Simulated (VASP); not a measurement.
## TiB under changes of volume

One of the cells (10.888 Å³/atom); the others are scaled copies at fixed shape and fractional positions:

```
Ti B
1.0
     6.16053    0.00000    0.00000
     0.00000    3.08027    0.00000
     0.00000    0.00000    4.59020
Ti B
4 4
Direct
  0.67700 0.25000 0.37700
  0.32300 0.75000 0.62300
  0.82300 0.75000 0.87700
  0.17700 0.25000 0.12300
  0.52900 0.25000 0.89700
  0.47100 0.75000 0.10300
  0.97100 0.75000 0.39700
  0.02900 0.25000 0.60300
```

* Program: VASP 6.6.1
* Functional: PBEsol
* Potentials or basis: VASP PAW PBE potentials, release 64 (Ti_sv, B)
* Cutoff: 520 eV
* k mesh: 5 × 9 × 6
* Occupations: fermi-dirac, width 0.05 eV
* Spin: no spin polarisation

| volume (Å³/atom) | energy over the lowest point (meV/atom) | pressure (GPa) | largest force (eV/Å) |
| --- | --- | --- | --- |
| 10.034 | 9.28 | 8.5 | 0.169 |
| 10.248 | 1.35 | 3.3 | 0.191 |
| 10.461 | 0.00 | -1.4 | 0.221 |
| 10.888 | ? | ? | ? |
| 11.101 | 29.41 | -12.9 | 0.325 |
| 11.315 | 48.64 | -16.0 | 0.359 |

**Question.** What does the run at 10.888 Å³/atom give?

**Answer.** Energy over the lowest point 14.57 meV/atom; pressure -9.4 GPa; largest force 0.290 eV/Å.

Worked out: A Birch-Murnaghan fit of order 3 (a polynomial in V^(-2/3)) to the other rows has its minimum at 10.40 Å³/atom with B0 = V·E''(V) = 224 GPa and B' = 4.0 at fixed shape and positions, which overstates the stiffness. It gives 14.62 meV/atom at 10.888 Å³/atom, against the run's 14.57, and -dE/dV = -9.4 GPa, against -9.4.

Energies are extrapolated to zero smearing.

Caveats: the PAW data sets were made with another functional, which shifts forces and pressure a little.
